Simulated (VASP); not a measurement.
## BeTe (strained zincblende), r²SCAN single-point calculation: Ansatz's output and VASP's

```cif
data_structure
_symmetry_space_group_name_H-M 'P 1'
_symmetry_Int_Tables_number 1
_cell_length_a 4.0196
_cell_length_b 4.0196
_cell_length_c 4.1603
_cell_angle_alpha 58.835
_cell_angle_beta 58.835
_cell_angle_gamma 62.330
_cell_volume 47.41
loop_
_atom_site_label
_atom_site_type_symbol
_atom_site_fract_x
_atom_site_fract_y
_atom_site_fract_z
_atom_site_occupancy
Be1 Be 0.00000 0.00000 0.00000 1
Te1 Te 0.25000 0.25000 0.25000 1
```

Ansatz printed

```
SCF 1 converged in 6 iterations: F = -7089.043953 eV  dr2 = 3.03e-9
  greatest PAW one-centre occupation: 0.997 electrons in one spin orbital (limit 2), on the Te atom at site 1 (counted from 0), in its partial waves of l = 2
NSCF: frozen V_eff on 6 k-points
SCF converged after 6 iterations
Free energy (F): -7089.043953 eV
Harris-Foulkes:  -7089.043953 eV  (|F-HF|=3.94e-9)
Internal energy: -7089.043953 eV  (E = F + TS)
E sigma→0 (E₀):  -7089.043953 eV
Fermi energy:    6.680573 eV
--- Per-component energies (eV) ---
  E_band       = -291.330895
  E_kinetic    = 197.975374
  E_local      = -1419.319837  (includes V_loc(G=0)·N_el)
  E_nonlocal   = -305.742983
  E_hartree    = 877.292812
  E_xc         = -132.931974
  E_vxc        = -132.180860  (∫ρ·V_xc dr)
  E_paw        = -4748.123806  (= ΣΔE_a)
  E_vpaw       = -394.193841  (= ΣTr[D̂ρ^β])
  E_aug_tail   = -0.000036  (compensation charges beyond the density's cutoff)
  E_vtau       = 7.546970  (kinetic-family band-sum trace: ∫τ·v_τ [+ j·A + Jᵃ·Aᵃ] dr)
  E_ewald      = -1558.466331
  E_core_change = 0.272828  (= ΣΔE_core)
  E_smearing   = -0.000000  (= −TS)
  E_closure    = -0.000000  (closes the sum)
  Σ components = -7089.043953   (vs F -7089.043953, Δ=0.00e0)
--- Forces (eV/Å), atoms counted from 1 ---
  atom   1  Be    -0.00000000     0.00000000     0.00000000
  atom   2  Te    -0.00000000    -0.00000000    -0.00000000
  max |Σ_I F_I| component: 2.43e-16 eV/Å
--- Stress (GPa, compression-positive) ---
       -3.798965       0.000000      -0.000000
       -0.000000      -3.798965      -0.000000
       -0.000000      -0.000000       0.006785
  P = ⅓ Tr σ = -2.5304 GPa (-25.304 kbar)
--- Band table (eV; the first three rows and the last of 59) ---
  k-point 0: bands = ["-30.4435", "-30.4362", "-30.4362", "-30.4280", "-30.4183", "-5.9235", "6.3504", "6.3504", "6.6806", "10.4701", "10.4867", "10.6183", "10.6183"]
  k-point 1: bands = ["-30.4433", "-30.4358", "-30.4358", "-30.4279", "-30.4184", "-5.7789", "5.2045", "6.1043", "6.4024", "10.3470", "10.8688", "10.9315", "11.8317"]
  k-point 2: bands = ["-30.4428", "-30.4349", "-30.4348", "-30.4273", "-30.4185", "-5.3825", "3.2604", "5.6306", "6.0473", "10.0465", "11.3453", "11.4948", "13.8568"]
  k-point 58: bands = ["-30.4453", "-30.4297", "-30.4297", "-30.4248", "-30.4207", "-3.9886", "1.7220", "3.6420", "3.6420", "8.6585", "9.1327", "16.7199", "16.7199"]
```

Each program uses its own PAW datasets. VASP's cell holds 8 valence electrons and Ansatz's 18. Ansatz's stress includes a Pulay correction; VASP's doesn't.

What does VASP give for the same cell and level of theory?

gap between bands v and c 1.97 eV; least direct gap 3.80 eV; pressure -2.4 GPa.

From OUTCAR

```
k-points           NKPTS =     59   k-points in BZ     NKDIM =     59   number of bands    NBANDS=     11

   NELECT =       8.0000    total number of electrons

   dimension x,y,z NGX =    30 NGY =   30 NGZ =   32
   dimension x,y,z NGXF=    60 NGYF=   60 NGZF=   64

  energy-cutoff  :      520.00
  volume of cell :       47.41
      direct lattice vectors                 reciprocal lattice vectors
     0.000000000  2.941768570  2.739185608    -0.169965784  0.169965784  0.182536006
     2.941768570  0.000000000  2.739185608     0.169965784 -0.169965784  0.182536006
     2.941768570  2.941768570  0.000000000     0.169965784  0.169965784 -0.182536006

 k-points in reciprocal lattice and weights: KPOINTS created by Atomic Simulation Env
   0.00000000  0.00000000  0.00000000       0.002
   0.12500000  0.00000000  0.00000000       0.016
   0.25000000  0.00000000  0.00000000       0.016
   0.37500000  0.00000000  0.00000000       0.016
   0.50000000  0.00000000  0.00000000       0.008
   0.12500000  0.12500000  0.00000000       0.004
   0.25000000  0.12500000  0.00000000       0.016
   0.37500000  0.12500000  0.00000000       0.016
   ...

 E-fermi :   4.5475

 k-point     1 :       0.0000    0.0000    0.0000
  band No.  band energies     occupation
      1      -8.1010      2.00000
      2       4.1701      2.00000
      3       4.1701      2.00000
      4       4.5022      2.00000
      5       8.2999      0.00000
      6       8.3030      0.00000
      7       8.4289      0.00000
      8       8.4289      0.00000
      9      13.2233      0.00000
     10      14.2459      0.00000
     11      15.3887      0.00000

 k-point     2 :       0.1250    0.0000    0.0000
  band No.  band energies     occupation
      1      -7.9564      2.00000
      2       3.0242      2.00000
      3       3.9235      2.00000
      4       4.2230      2.00000
      5       8.1664      0.00000
      6       8.6822      0.00000
      7       8.7417      0.00000
      8       9.6552      0.00000
      9      13.6299      0.00000
     10      13.6686      0.00000
     11      14.3612      0.00000

 k-point     3 :       0.2500    0.0000    0.0000
  band No.  band energies     occupation
      1      -7.5595      2.00000
      2       1.0789      2.00000
      3       3.4490      2.00000
      4       3.8671      2.00000
      5       7.8678      0.00000
      6       9.1536      0.00000
      7       9.3056      0.00000
      8      11.6773      0.00000
      9      13.6305      0.00000
     10      13.6796      0.00000
     11      14.4222      0.00000

 k-point     4 :       0.3750    0.0000    0.0000
  band No.  band energies     occupation
      1      -7.0612      2.00000
      2      -0.4698      2.00000
      3       3.0741      2.00000
      4       3.5930      2.00000
      5       7.6264      0.00000
      6       9.1737      0.00000
      7       9.6401      0.00000
      8      12.8021      0.00000
      9      14.1950      0.00000
     10      15.0371      0.00000
     11      15.1338      0.00000

 k-point     5 :       0.5000    0.0000    0.0000
  band No.  band energies     occupation
      1      -6.8054      2.00000
      2      -1.0881      2.00000
      3       2.9378      2.00000
      4       3.4941      2.00000
      5       7.5374      0.00000
      6       9.1145      0.00000
      7       9.6934      0.00000
      8      12.8054      0.00000
      9      15.4124      0.00000
     10      16.4319      0.00000
     11      16.7258      0.00000

 k-point     6 :       0.1250    0.1250    0.0000
  band No.  band energies     occupation
      1      -7.8890      2.00000
      2       3.3927      2.00000
      3       3.5281      2.00000
      4       3.5281      2.00000
      5       7.8519      0.00000
      6       9.3244      0.00000
      7       9.3296      0.00000
      8       9.3296      0.00000
      9      13.5809      0.00000
     10      14.3744      0.00000
     11      14.5262      0.00000

 k-point     7 :       0.2500    0.1250    0.0000
  band No.  band energies     occupation
      1      -7.5582      2.00000
      2       1.6316      2.00000
      3       3.0210      2.00000
      4       3.4522      2.00000
      5       7.8388      0.00000
      6       9.1635      0.00000
      7       9.9776      0.00000
      8      10.6789      0.00000
      9      13.6067      0.00000
     10      14.6706      0.00000
     11      14.8992      0.00000

 k-point     8 :       0.3750    0.1250    0.0000
  band No.  band energies     occupation
      1      -7.0762      2.00000
      2      -0.0073      2.00000
      3       2.6918      2.00000
      4       3.1090      2.00000
      5       7.9080      0.00000
      6       9.5206      0.00000
      7      10.0277      0.00000
      8      11.1075      0.00000
      9      14.6967      0.00000
     10      15.3102      0.00000
     11      15.7886      0.00000

 ...

  Total       -1.0868600     -1.0868600      0.0334291      0.0000000      0.0000000     -0.0000000
  in kB      -36.7295584    -36.7295584      1.1297098      0.0000000      0.0000000     -0.0000000
  external PRESSURE =     -24.1098023 kB  Pullay stress =       0.0000000 kB

 POSITION                                       TOTAL-FORCE (eV/Angst)
 -----------------------------------------------------------------------------------
      0.00000      0.00000      0.00000        -0.000000     -0.000000      0.000000
      1.47088      1.47088      1.36959         0.000000      0.000000     -0.000000
 -----------------------------------------------------------------------------------
    total drift:                                0.000004      0.000004      0.000047

  FREE ENERGIE OF THE ION-ELECTRON SYSTEM (eV)
  ---------------------------------------------------
  free  energy   TOTEN  =       -30.6417275475 eV

  energy  without entropy=      -30.6417275475  energy(sigma->0) =      -30.64172755
```
